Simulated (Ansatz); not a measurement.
# CoO, one cell by several methods

```
Co O
1.0
     0.00000    2.13150    2.13150
     2.13150    0.00000    2.13150
     2.13150    2.13150    0.00000
Co O
1 1
Direct
  0.00000 0.00000 0.00000
  0.50000 0.50000 0.50000
```

Atoms are numbered in the order listed.

The geometry is COD entry 1533087, unchecked; take it as a test cell.

Semilocal functionals without U often leave such compounds metallic or with too small a gap, and the real magnetic order may differ.

The magnetic state is the one reached from the start moments; no search over orders was made, so it needn't be the ground state.

Methods: DFT, PBEsol, PAW with Ansatz's default frozen-core files, scalar-relativistic (Ansatz 0.2.0); DFT, PBEsol, all-electron PAW with datasets made for the crystal, scalar-relativistic (Ansatz 0.2.0); DFT, PBEsol, all-electron LAPW, scalar-relativistic (Ansatz 0.2.0).

For PAW: a Γ-centred 16×16×16 k mesh, Fermi–Dirac smearing of 0.05 eV, cutoff 420 eV, spin-polarised from start moments Co1 2 μB; the PAW files were made with PBE, and the program remakes their frozen cores for this functional. The crystal-made all-electron datasets (AE datasets) take a cutoff of 400 eV at this cell. LAPW targets a basis error of 0.5 meV/atom. The Ansatz runs share mesh, smearing and spin set-up. Plane-wave (PAW) pressures include the program's estimate of the Pulay term.

Stress and pressure are positive in compression.

Levels count from the Fermi level.

| quantity | PAW | AE datasets | LAPW |
| --- | --- | --- | --- |
| pressure (GPa) | -10.72 | -10.76 | -10.76 |
| moment of the cell (μB) | 2.965 | 2.963 | 2.963 |
| highest filled spin-up level at X (eV) | -2.159 | -2.144 | -2.144 |
| lowest empty spin-up level at X (eV) | 5.567 | 5.587 | 5.587 |
| highest filled spin-up level at L (eV) | -1.902 | -1.886 | -1.886 |
| lowest empty spin-up level at L (eV) | 0.030 | 0.033 | 0.033 |
| highest filled spin-up level at Γ (eV) | -3.180 | -3.166 | -3.166 |
| lowest empty spin-up level at Γ (eV) | 0.733 | 0.755 | 0.755 |

PAW's pressure differs from the LAPW value by +0.04 GPa.
